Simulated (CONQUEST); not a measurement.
# CdSe (F-43m) in CONQUEST: notebook

One crystal, CdSe, is run at these levels: PW91, WC, LDA-PZ, LDA, LDA-VWN; tasks: single point, relaxation of cell and atoms.

Program: CONQUEST 1.3. These are calculated values, not measurements. Logs are shortened: lines on timing, memory, paths and dates and some standing lists are left out, and cuts for length are marked.

### Step 1. The crystal as given

It takes space group F-43m (No. 216, cubic). Conventional cell: a = 6.141 Å, b = 6.141 Å, c = 6.141 Å, α = 90.00°, β = 90.00°, γ = 90.00°. Around Cd (site symmetry -43m) lie 4 Se at 2.66 Å. Se (site symmetry -43m) is surrounded by 4 Cd at 2.66 Å.

Measurements of this composition are mostly on another form, of space group No. 186.

### Step 2. Single point, PW91 (volume scaled by 1.08)

File Conquest_input:

```
IO.Title CdSe
IO.Coordinates coords.dat
IO.FractionalAtomicCoords T
IO.Iprint 2
IO.Iprint_init 1
General.NumberOfSpecies 2
General.PseudopotentialType hamann
General.DistanceUnits A
General.FunctionalType -109134
General.DifferentFunctional T
AtomMove.TypeOfRun static
AtomMove.FullStress T
Grid.GridCutoff 80
DM.SolutionMethod diagon
Diag.MPMesh T
Diag.GammaCentred T
Diag.MPMeshX 5
Diag.MPMeshY 5
Diag.MPMeshZ 4
Diag.kT 0.00183747
minE.SCTolerance 1e-6
SC.MaxIters 100
IO.AtomChargeOutput T
IO.DumpChargeDensity T
IO.DumpTotPot T
%block ChemicalSpeciesLabel
1 112.410 Cd
2 78.960 Se
%endblock
```

File coords.dat:

```
    4.4548490040     0.0000000000     0.0000000000
    0.0000000000     4.4548490040     0.0000000000
    0.0000000000     0.0000000000     6.3001078790
4
  0.0000000000   0.0000000000   0.0000000000 1 T T T
  0.5000000000   0.5000000000   0.5000000000 1 T T T
  0.0000000000   0.5000000000   0.7500000000 2 T T T
  0.5000000000   0.0000000000   0.2500000000 2 T T T
```

Potentials or basis: PseudoDojo NC PBE, SZP, grid cutoff 80 Ha.

Run with:

```
$ Conquest
```

The log of the run:

```text
Simulation cell dimensions:     4.4548 A  x     4.4548 A  x     6.3001 A

      Atomic coordinates (A )
         Atom         X         Y         Z  Species
            1    0.0000    0.0000    0.0000        1
            2    4.2092    4.2092    5.9527        1
            3    0.0000    4.2092    8.9291        2
            4    4.2092    0.0000    2.9764        2

         Monkhorst-Pack mesh:   5 x   5 x   4 gamma-centred
        This calculation includes non-local pseudopotentials,
         with a maximum core radius of      6.68472097

    Job title: CdSe
    Job to be run: static calculation

[... 5 lines left out ...]
      Using Fermi-Dirac smearing

    Integration grid size:     36 x   36 x   48

    Integration grid spacing:  0.124 A  x 0.124 A  x 0.131 A

    Number of species:  2
    --------------------------------------------------------
    |   #  mass (au)  Charge (e)  SF Rad (A )  NSF  Label  |
    --------------------------------------------------------
    |   1    112.410      20.000        3.675   13  Cd     |
    |   2     78.960      16.000        3.544   14  Se     |
    --------------------------------------------------------
          SCF tolerance:                 0.00000100
          SCF iterations:               100

    LibXC version:  6. 2. 2
    Using the GGA functional Perdew & Wang 91
    Using the GGA functional Perdew & Wang 91

           radial cut-off to be used is taken to be max PAO cut-off radius for this species:    6.684721

           greatest ang. mom. for making density from PAOs:  2

           radial cut-off to be used is taken to be max PAO cut-off radius for this species:    6.366323

           greatest ang. mom. for making density from PAOs:  2
    Minimum blocs/proc is      972. Maximum blocs/proc is      972
    set_atom_dens: In set_atomic_density, electrons :      72.000000000000
 matrix_size & matrix_size_padH =           54          54

    Screened ion int: energy:    -475.488203197788 Ha

    new_SC_potl: Starting.  Tolerance:  0.10000E-05

    PulayMixSC: Starting Pulay mixing, A_up =  0.500 A_dn =  0.500
    PulayMixSC: Spin non-polarised calculation.
          Harris-Foulkes Energy            :      -593.596476301899656 Ha
          (TS=0 as O(N) or entropic contribution is negligible)
          DFT Total Energy                 :      -593.532892305550149 Ha
          Total number of electrons        :        71.999999999998892
    PulayMixSC: Pulay iteration     1 residual:              0.12680E-02
          Harris-Foulkes Energy            :      -593.564775937002310 Ha
          GroundState Energy (E-(1/2)TS)   :      -593.564778276667198 Ha
          Free Energy (E-TS)               :      -593.564780616331973 Ha
          DFT Total Energy                 :      -593.563137579832983 Ha
          Total number of electrons        :        72.000030569617948
    PulayMixSC: Pulay iteration     2 residual:              0.38034E-03
          Harris-Foulkes Energy            :      -593.563687393194868 Ha
          GroundState Energy (E-(1/2)TS)   :      -593.563688911673580 Ha
          Free Energy (E-TS)               :      -593.563690430152405 Ha
          DFT Total Energy                 :      -593.563476720346898 Ha
          Total number of electrons        :        72.000049896655170
    PulayMixSC: Pulay iteration     3 residual:              0.17131E-03
          Harris-Foulkes Energy            :      -593.563512016972481 Ha
          GroundState Energy (E-(1/2)TS)   :      -593.563513679796642 Ha
          Free Energy (E-TS)               :      -593.563515342620917 Ha
          DFT Total Energy                 :      -593.563508505185155 Ha
          Total number of electrons        :        72.000067833126209
    PulayMixSC: Pulay iteration     4 residual:              0.21638E-04
          Harris-Foulkes Energy            :      -593.563509681707387 Ha
          GroundState Energy (E-(1/2)TS)   :      -593.563511338063790 Ha
          Free Energy (E-TS)               :      -593.563512994420307 Ha
          DFT Total Energy                 :      -593.563509658548924 Ha
          Total number of electrons        :        72.000068099685492
    PulayMixSC: Pulay iteration     5 residual:              0.20179E-05
          Harris-Foulkes Energy            :      -593.563509695721905 Ha
          GroundState Energy (E-(1/2)TS)   :      -593.563511357938182 Ha
          Free Energy (E-TS)               :      -593.563513020154460 Ha
          DFT Total Energy                 :      -593.563509688563613 Ha
          Total number of electrons        :        72.000069654432394
    PulayMixSC: Pulay iteration     6 residual:              0.57203E-06
    PulayMixSC: Reached SCF tolerance of  0.57203E-06 after      6 iterations
      | Number of electrons      =        72.000070
      |* band energy as 2Tr[K.H] =       -99.127774671291675 Ha
      |  screened ion-ion energy =      -475.488203197788152 Ha
      |  Ha correction           =         2.001100420157969 Ha
      |  XC correction           =       -20.948616138590957 Ha
      | GS Energy as E-(1/2)TS   =      -593.563511357938182 Ha
      | Free Energy as E-TS      =      -593.563513020154460 Ha
      |* Harris-Foulkes energy   =      -593.563509695721905 Ha
      |* DFT total energy        =      -593.563509688563613 Ha
      |  estimated accuracy      =        -0.000000007158292 Ha

    force: Forces on atoms (Ha/A )
    force:  Atom   X              Y              Z
    force:     1   0.0000000000  -0.0000000000   0.0000000000
    force:     2  -0.0000000000  -0.0000000000   0.0000000000
    force:     3   0.0000000000   0.0000000000  -0.0000000000
    force:     4  -0.0000000000  -0.0000000000   0.0000000000

    force: Maximum force :        0.00000000(Ha/A ) on atom         2 in z direction
    force: Force Residual:        0.00000000 Ha/A
    force: Total stress:          0.79853238     0.00000000     0.00000000 GPa
                             0.00000000     0.79853238     0.00000000
                             0.00000000     0.00000000    -1.05963226
    force: Average pressure:     -0.17914417 GPa

    force: Finished force
    get_E_and_F: Change in energy during last step of electronic optimisation: -0.14015E-07

    BIBLIOGRAPHY: Please consider citing the following references in the conquest.bib file

    CONQUEST:         Bowler2002pt, Miyazaki2004, Nakata2020
    Basis:            Bowler2019
    DM:               Bowler:2006xr
    Pseudopotentials: Hamann2013, Bowler2019
    XC references from LibXC:
      J. P. Perdew. In P. Ziesche and H. Eschrig, editors, Proceedings of the 75. WE-Heraeus-Seminar and 21st Annual Internati
      J. P. Perdew, J. A. Chevary, S. H. Vosko, K. A. Jackson, M. R. Pederson, D. J. Singh, and C. Fiolhais.,  Phys. Rev. B 46
      J. P. Perdew. In P. Ziesche and H. Eschrig, editors, Proceedings of the 75. WE-Heraeus-Seminar and 21st Annual Internati
      J. P. Perdew, J. A. Chevary, S. H. Vosko, K. A. Jackson, M. R. Pederson, D. J. Singh, and C. Fiolhais.,  Phys. Rev. B 46

    Warnings written to file Conquest_warnings; please check
```

Run time: 7.8 s. Hardware: 1 thread of AMD EPYC 9R45 (Zen 5), shared host; peak memory 0.26 GiB.

The run converged, but a check on its numbers failed (symmetry, net force, bounds or a known fault of this set-up), so they aren't taken as properties of the crystal.

Caveat: the log labels positions in bohr as Å; the potentials were made for another functional, which shifts forces and pressure; the atomic basis is small; the box holds several primitive cells, so bands are folded and the points are those of the box's own zone; the basis of atomic orbitals isn't converged, which shifts pressures, moduli and gaps; the real-space grid breaks the cell's symmetry a little.

(Part 1 of 2 ends here.)
